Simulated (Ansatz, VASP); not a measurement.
One calculation of Ge, two programs

File INCAR:

```
AGGAC    = 1.0          
AGGAX    = 1.0          
ALDAC    = 0.0          
ALDAX    = 1.0          
ALGO     = Normal         # electronic algorithm
EDIFF    = 1E-6           # SCF threshold, eV
ENCUT    = 520            # plane-wave cutoff, eV
GGA      = B5             # functional
ISIF     = 2              # what is computed and relaxed
ISMEAR   = -1             # smearing method
LASPH    = True           # aspherical terms in the spheres
LCHARG   = False          # write CHGCAR
LREAL    = False          # projectors in reciprocal space
LWAVE    = False          # write WAVECAR
NBANDS   = 21             # bands
NELM     = 80             # most SCF steps
PREC     = Accurate       # precision mode
SIGMA    = 0.05           # smearing width, eV
```

The input KPOINTS:

```
k-points
0
Gamma
  9 9 9
```

POSCAR

```
Ge
1.0
    0.0000000000      2.9469155335      2.9469155335
    2.9469155335      0.0000000000      2.9469155335
    2.9469155335      2.9469155335      0.0000000000
Ge
2
Direct
    0.5000000000      0.5000000000      0.5000000000
    0.7500000000      0.7500000000      0.7500000000
```

Input for Ansatz:

```yaml
crystal:
  lattice:
    - [0.0, 2.9469155335, 2.9469155335]
    - [2.9469155335, 0.0, 2.9469155335]
    - [2.9469155335, 2.9469155335, 0.0]
  atoms:
    - { symbol: Ge, position: [0.5, 0.5, 0.5] }
    - { symbol: Ge, position: [0.75, 0.75, 0.75] }
hamiltonian:
  xc: blyp
  pseudopotentials:
    kind: paw
    azcp:
      Ge: "pseudopotentials/Ge.paw.azcp"
basis:
  ecutwfc: 420
  fft_grid_basis: typed
kpoints:
  mp_grid: { grid: [9, 9, 9], shift: [0, 0, 0] }
magnetization:
  spin_polarized: false
scf:
  occupations: { method: fermi_dirac, width: 0.05 }
output:
  stress: true
```

Alike in both runs: task single point; functional BLYP; k mesh 9 × 9 × 9; occupations fermi-dirac, width 0.05 eV; no spin polarisation.

|  | VASP | Ansatz |
| --- | --- | --- |
| version | VASP 6.6.1 | Ansatz 0.2.0 |
| potentials or method | VASP PAW PBE potentials, release 64 (Ge_d) | plane waves (420 eV) with PAW, scalar-relativistic |
| plane-wave cutoff (eV) | 520 | 420 |
| valence electrons in the cell | 28 | 28 |

```csv
,VASP,Ansatz,Ansatz less VASP
pressure (GPa),-0.1,-0.2,-0.13
```

With one functional, cell and mesh, what is left measures potentials, basis and numerics.

Caveats: the PAW data sets were made with another functional, which shifts forces and pressure a little (VASP).
